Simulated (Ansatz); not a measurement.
## Ti: computed properties

Level of theory: DFT PBE, scalar-relativistic, plane waves, PAW (Ansatz).

Plane waves to 420 eV, a k mesh through Γ of 18×18×18 on the computed 1-atom cell and Gaussian smearing (0.10 eV); no spin polarisation.

The structure is relaxed at this level of theory with its symmetry kept. This fcc form isn't the element's structure at ambient conditions.

Space group Fm-3m (No. 225). a = 4.112 Å, b = 4.112 Å, c = 4.112 Å, α = 90.00°, β = 90.00°, γ = 90.00°
```json
{"atom": "Ti", "site": "4a", "symmetry": "m-3m", "x": "0.0000", "y": "0.0000", "z": "0.0000"}
```

```
Space group                                                       : Fm-3m (No. 225)
Volume per atom                                                   : 17.38 Å³
Formation energy from the elements' standard states (uncorrected) : +0.058 eV/atom
Kohn–Sham band gap                                                : none (metal)
Density of states at the Fermi level                              : 1.74 states/eV per cell
Löwdin character within 0.5 eV of the Fermi level                 : Ti 3d 87 %, unprojected 8 %
Bader charges (e)                                                 : Ti (1 in the cell) 0.00
```